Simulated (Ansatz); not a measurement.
**What strain does to CaO (zincblende)**

CaO in the zincblende structure, relaxed with r2SCAN in Ansatz. It is cubic, F-43m (No. 216); conventional cell a = 5.213 Å, 17.71 Å³ an atom. Ca is surrounded by 4 O at 2.26 Å; O is surrounded by 4 Ca at 2.26 Å.

The axes x, y and z are those of this cell:
```xyz
2
Lattice="0.0000 2.6067 2.6067 2.6067 0.0000 2.6067 2.6067 2.6067 0.0000" Properties=species:S:1:pos:R:3 pbc="T T T"
Ca    0.0000    0.0000    0.0000
O     1.3034    1.3034    1.3034
```

Unstrained: The PBE gap is indirect, 3.333 eV (W to Γ), below the direct gap of 3.954 eV at Γ. r2SCAN gives an indirect gap of 3.759 eV, from W to Γ; the least direct gap is 4.375 eV at Γ. With HSE06 the valence top lies at X and the conduction bottom at Γ, 4.728 eV higher; the smallest vertical gap, at Γ, is 5.346 eV. Meshes: PBE 8×8×8, r2SCAN 8×8×8, HSE06 6×6×6. Strains are changes of length per length. After each strain the atoms were relaxed again with r2SCAN within the symmetry that the strain leaves, so tilts or polar shifts that break it weren't tested; points keep the names that they have in the unstrained zone. No spin polarisation. The prototype was imposed, so other structures may be more stable.

Changes of the least gap in eV (an overlap counts as a negative gap):
```
                                                                    strain  volume change (%)  space group     PBE  r2SCAN   HSE06  energy rise, r2SCAN (meV/atom)
                                                   uniaxial -0.4 % along z               -0.4        I-4m2  +0.012  +0.012  +0.013                             0.1
epitaxial +2.47 % in the plane normal to [111], free normal strain -2.22 %               +2.7          R3m  -0.123  -0.126  -0.141                             9.3
                                        biaxial -0.75 % in x and y, z held               -1.5        I-4m2  +0.048  +0.048  +0.052                             1.0
```

Uniaxial -0.4 % along z, other directions held. HSE06: the gap goes from 4.728 to 4.741 eV (+0.013 eV). Stress change with r2SCAN, compression positive: xx +0.31, yy +0.31, zz +0.37 GPa.

Epitaxial +2.47 % in the plane normal to [111], free normal strain -2.22 %. HSE06: the gap goes from 4.728 to 4.587 eV (-0.141 eV). Stress change with r2SCAN, compression positive: xx -2.17, yy -2.17, zz -2.17, xy +1.10, xz +1.10, yz +1.10 GPa.

Biaxial -0.75 % in x and y, z held. HSE06: the gap goes from 4.728 to 4.780 eV (+0.052 eV). Stress change with r2SCAN, compression positive: xx +1.31, yy +1.31, zz +1.21 GPa.

The meshes of the hybrids are coarse, so their gaps aren't converged to the digits shown.
